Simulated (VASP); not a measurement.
BeO (relaxed from the wurtzite structure, space group P6_3mc): computed properties

These are PBE GGA, VASP's PBE PAW potentials (set 64) (plane waves; VASP 6.6.1) values and carry that method's errors.

- space group = P6_3mc (186)
- cell = a = b = 2.712 Å, c = 4.411 Å, α = β = 90.00°, γ = 120.00°
- volume per atom = 7.02 Å³/atom
- band gap (over mesh and band path) = 7.44 eV
- smallest direct gap (over mesh and band path) = 7.44 eV
- band-edge character = direct, Γ to Γ
- density = 2.96 g/cm³

```cif
data_Be2O2
_chemical_formula_sum 'Be2 O2'
_space_group_name_H-M_alt 'P63mc'
_space_group_IT_number 186
_space_group_name_Hall 'P 6c -2c'
_cell_length_a 2.71220
_cell_length_b 2.71220
_cell_length_c 4.41056
_cell_angle_alpha 90.000
_cell_angle_beta 90.000
_cell_angle_gamma 120.000
loop_
_atom_site_label
_atom_site_type_symbol
_atom_site_symmetry_multiplicity
_atom_site_Wyckoff_symbol
_atom_site_fract_x
_atom_site_fract_y
_atom_site_fract_z
_atom_site_occupancy
Be1 Be 2 b 0.66667 0.33333 0.49881 1
O1 O 2 b 0.33333 0.66667 0.37619 1
```

The structure was generated: BeO was put into the wurtzite type (P6_3mc), which need not be its known phase. It was relaxed first, which changed the volume by +7 %. Symmetry was kept, so distortions that lower it aren't found.
